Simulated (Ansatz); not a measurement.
**H started in the widest void in rocksalt MgS, 65 atoms, charge +1**

The calculation used Ansatz 0.2.0, DFT, PBEsol, PAW, plane waves.

Command:

```sh
ansatz run in.yaml --threads 8 --pin off --max-ram 118750MiB --runs-dir r --events-out ev --progress --plain --backend cuda --devices 0, --max-vram 170GiB
```

The input less its lattice and atoms:

```yaml
crystal:
  symmetry: { detect: false }
kpoints:
  mp_grid: { grid: [1, 1, 1], shift: [0.25, 0.25, 0.25] }
hamiltonian:
  xc: pbesol
total_charge: 1
scf:
  occupations: { method: fermi_dirac, width: 0.01 }
relax:
  f_tol: 0.03
  max_steps: 80
  escape_saddle: false
  adjacent_minimum: "off"
output:
  forces: true
  eigenvalues: true
  populations: true
  charged_corrections: { epsilon: 10 }
```

Start:

```xyz
65
Lattice="10.3640 0.0000 0.0000 0.0000 10.3640 0.0000 0.0000 0.0000 10.3640" Properties=species:S:1:pos:R:3 pbc="T T T"
S     2.5770    0.0308    0.0085
S     2.5691    0.0065    5.1890
S     2.5873    5.1691    0.0434
S     2.6040    5.1708    5.2071
S     7.7458   10.3436    0.0491
S     7.7836   10.3540    5.1737
S     7.7596    5.1675   10.3455
S     7.7590    5.1798    5.1851
S     0.0185    2.6152   10.3433
S    10.3581    2.5996    5.1710
S    10.3637    7.7778    0.0094
S     0.0025    7.7664    5.1542
S     5.1677    2.5928   10.3600
S     5.1622    2.5841    5.1851
S     5.1892    7.7970    0.0022
S     5.1562    7.7857    5.2058
S    10.3415    0.0135    2.5720
S     0.0115    0.0002    7.7557
S     0.0076    5.1812    2.5646
S    10.3508    5.1593    7.7947
S     5.1621   10.3418    2.5943
S     5.1895   10.3609    7.7495
S     5.2020    5.1783    2.5494
S     5.1804    5.2015    7.7507
S     2.6118    2.5497    2.5704
S     2.5548    2.6026    7.7658
S     2.6003    7.7439    2.5731
S     2.5832    7.7616    7.7564
S     7.7123    2.5807    2.5853
S     7.7711    2.6150    7.7885
S     7.7692    7.7615    2.6013
S     7.7477    7.7824    7.7583
Mg   10.3511    0.0128   10.3536
Mg    0.0009   10.3409    5.1691
Mg   10.3485    5.1399   10.3636
Mg   10.3608    5.1881    5.1928
Mg    5.2054    0.0189   10.3497
Mg    5.1257    0.0112    5.1811
Mg    5.1789    5.1769   10.3600
Mg    5.1755    5.1752    5.1959
Mg    2.6114    2.5706   10.3378
Mg    2.5712    2.6031    5.1955
Mg    2.5762    7.7525   10.3573
Mg    2.5717    7.7576    5.1691
Mg    7.7868    2.6195    0.0308
Mg    7.7639    2.5826    5.1827
Mg    7.7775    7.7568    0.0002
Mg    7.7694    7.7172    5.2081
Mg    2.5963    0.0043    2.5820
Mg    2.6049    0.0085    7.7575
Mg    2.5689    5.1893    2.6116
Mg    2.6211    5.1675    7.8094
Mg    7.7896    0.0232    2.5665
Mg    7.7827   10.3519    7.7715
Mg    7.7896    5.1565    2.5687
Mg    7.7437    5.1971    7.7890
Mg    0.0227    2.5820    2.6167
Mg    0.0241    2.5720    7.7891
Mg   10.3430    7.7580    2.5546
Mg    0.0015    7.7518    7.7765
Mg    5.1748    2.5813    2.5808
Mg    5.1943    2.6142    7.7461
Mg    5.1798    7.7959    2.6324
Mg    5.1495    7.7331    7.7666
H     3.9018    3.8848    3.8779
```

Steps:

```csv
step,energy less the first (eV),largest force component (eV/Å)
start,0.000,0.713
1,-0.499,0.263
2,-0.704,0.699
3,-0.982,0.884
4,-1.281,0.391
5,-1.394,0.540
6,-1.448,0.173
7,-1.479,0.062
8,-1.483,0.087
9,-1.489,0.009
```

A structure on the way, about -0.70 eV from the start:

```xyz
65
Lattice="10.3640 0.0000 0.0000 0.0000 10.3640 0.0000 0.0000 0.0000 10.3640" Properties=species:S:1:pos:R:3 pbc="T T T"
S     2.5923    0.0182    0.0168
S     2.5820   10.3584    5.1843
S     2.5867    5.1806   10.3534
S     2.6328    5.1298    5.1232
S     7.7681    0.0010    0.0031
S     7.7582    0.0176    5.1738
S     7.7479    5.1769    0.0190
S     7.7728    5.1826    5.1877
S     0.0118    2.5922    0.0252
S    10.3497    2.5986    5.1793
S    10.3590    7.7684    0.0100
S     0.0141    7.7544    5.1804
S     5.1767    2.5797   10.3414
S     5.1251    2.6430    5.1188
S     5.1707    7.7508    0.0164
S     5.1746    7.7819    5.1839
S     0.0201    0.0225    2.5976
S    10.3595    0.0031    7.7772
S    10.3398    5.1742    2.5928
S     0.0084    5.1837    7.7643
S     5.1804   10.3425    2.5965
S     5.1716    0.0175    7.7572
S     5.1128    5.1058    2.6541
S     5.1754    5.1813    7.7953
S     2.6679    2.6589    2.6556
S     2.5855    2.5957    7.7908
S     2.5830    7.8000    2.5955
S     2.5881    7.7592    7.7671
S     7.7930    2.5893    2.5850
S     7.7566    2.5886    7.7566
S     7.7489    7.7490    2.5999
S     7.7710    7.7707    7.7719
Mg    0.0019   10.3574    0.0024
Mg   10.3448   10.3463    5.1921
Mg   10.3493    5.1660   10.3558
Mg   10.3502    5.1774    5.1867
Mg    5.1942   10.3436   10.3513
Mg    5.1659   10.3594    5.1778
Mg    5.1650    5.1657    0.0214
Mg    5.2416    5.2525    5.2676
Mg    2.6059    2.5892   10.3524
Mg    2.5086    2.5260    5.2767
Mg    2.5822    7.7762    0.0024
Mg    2.5904    7.7742    5.1779
Mg    7.7810    2.5957   10.3563
Mg    7.7804    2.5914    5.1745
Mg    7.7616    7.7736    0.0051
Mg    7.7792    7.7731    5.1926
Mg    2.6126    0.0058    2.5966
Mg    2.5877   10.3564    7.7800
Mg    2.4904    5.2917    2.5121
Mg    2.5956    5.1734    7.7789
Mg    7.7940   10.3589    2.5804
Mg    7.7655   10.3546    7.7587
Mg    7.7672    5.1684    2.6066
Mg    7.7759    5.1773    7.7930
Mg    0.0049    2.5962    2.6195
Mg   10.3630    2.5888    7.7931
Mg   10.3398    7.7742    2.5868
Mg    0.0004    7.7707    7.7824
Mg    5.2856    2.4925    2.4974
Mg    5.1842    2.5955    7.7651
Mg    5.1657    7.7845    2.6062
Mg    5.1753    7.7725    7.7824
H     3.8317    3.7564    3.6088
```

End:

```
S Mg H
1.0
    10.36396    0.00000    0.00000
     0.00000   10.36396    0.00000
     0.00000    0.00000   10.36396
S Mg H
32 32 1
Direct
  0.25096 0.00145 0.00292
  0.25096 0.00157 0.50044
  0.24841 0.49936 0.00459
  0.24848 0.49954 0.49928
  0.75079 0.00008 0.00273
  0.75080 0.00009 0.50074
  0.74818 0.49928 0.00300
  0.74814 0.49926 0.50067
  0.00141 0.25102 0.00292
  0.00153 0.25102 0.50043
  0.00004 0.75084 0.00274
  0.00005 0.75085 0.50073
  0.49930 0.24847 0.00458
  0.49949 0.24853 0.49931
  0.49922 0.74823 0.00301
  0.49920 0.74819 0.50068
  0.00617 0.00622 0.25182
  0.00094 0.00098 0.75169
  0.99653 0.50187 0.25179
  0.99915 0.50044 0.75177
  0.50179 0.99659 0.25179
  0.50039 0.99920 0.75177
  0.49053 0.49063 0.25146
  0.49834 0.49840 0.75182
  0.25235 0.25237 0.25262
  0.25074 0.25079 0.75189
  0.24988 0.75483 0.25188
  0.24976 0.75018 0.75182
  0.75479 0.24994 0.25188
  0.75013 0.24982 0.75182
  0.74860 0.74865 0.25178
  0.74962 0.74967 0.75175
  0.00064 0.00069 0.00109
  0.00072 0.00077 0.50235
  0.99811 0.50098 0.00047
  0.99816 0.50097 0.50309
  0.50093 0.99818 0.00046
  0.50092 0.99821 0.50308
  0.49859 0.49864 0.00025
  0.49862 0.49867 0.50323
  0.24963 0.24967 0.99510
  0.24996 0.25000 0.50883
  0.24963 0.75079 0.99975
  0.24967 0.75104 0.50394
  0.75074 0.24968 0.99974
  0.75099 0.24971 0.50395
  0.74966 0.74972 0.00095
  0.74969 0.74974 0.50259
  0.25516 0.99390 0.25158
  0.25062 0.99973 0.75172
  0.23598 0.52107 0.25209
  0.24851 0.50131 0.75190
  0.75373 0.99778 0.25173
  0.75081 0.99931 0.75177
  0.74813 0.50028 0.25183
  0.74877 0.50018 0.75183
  0.99386 0.25522 0.25158
  0.99967 0.25067 0.75172
  0.99772 0.75379 0.25173
  0.99926 0.75086 0.75177
  0.52102 0.23605 0.25211
  0.50126 0.24856 0.75192
  0.50022 0.74820 0.25184
  0.50012 0.74883 0.75184
  0.35071 0.35077 0.25028
```

The run converged.

Time: 7.4 s of wall time on one NVIDIA GB200 with 8 processor threads, on a host shared with other runs; peak host memory 1.9 GiB.

**Question.** How much energy did the relaxation gain, and which atom moved most?

**Answer.** 1.49 eV in 9 steps, from a start with small random displacements (neighbours that lie too close to an added atom are first pushed off); atom 65 (H) moved 1.33 Å, the median atom 0.04 Å (drift of the whole cell removed).

The one k point has no symmetry partners, which can distort the end along one axis.
